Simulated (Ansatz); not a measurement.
A surface is cut from this relaxed crystal of Sn:

```xyz
1
Lattice="-1.7405 1.7405 2.3093 1.7405 -1.7405 2.3093 1.7405 1.7405 -2.3093" Properties=species:S:1:pos:R:3 pbc="T T T"
Sn    0.0000    0.0000    0.0000
```

Miller indices refer to the conventional cell of I4/mmm (No. 139), a = 3.481 Å, b = 3.481 Å, c = 4.619 Å, α = 90.00°, β = 90.00°, γ = 90.00°.

The (100) slab of 7 planes, 10.4 Å thick with 15 Å of vacuum as cut; outer planes Sn (top) and Sn (bottom).

All numbers below come from DFT PBE, scalar-relativistic, plane waves, PAW (Ansatz 0.2.0). Cutoff 420 eV; k points 10×8×1 on the computed 7-atom cell (Γ-centred); Gaussian smearing, width 0.10 eV; no spin polarisation. A dipole correction removes the field between periodic images along c.

With the atoms at the bulk's places:

```json
{"Surface energy (mean of both faces)": "0.45 J/m²", "Work function": "3.93 eV"}
```

Q: What changes when all atoms relax within this surface cell and its symmetry?

A: The energy falls by 0.109 J/m² a face, and the largest move is 0.27 Å.

- Surface energy (mean of both faces): 0.34 J/m²
- Work function: 3.97 eV

```tsv
plane (bottom to top)	atoms	spacing to next, bulk (Å)	relaxed (Å)	change (%)
1	Sn	1.741	1.437	-17.4
2	Sn	1.741	1.744	+0.2
3	Sn	1.741	1.769	+1.6
4	Sn	1.741	1.769	+1.6
5	Sn	1.741	1.744	+0.2
6	Sn	1.741	1.437	-17.4
7	Sn
```

The reference crystal is a form of Sn, which isn't its usual structure.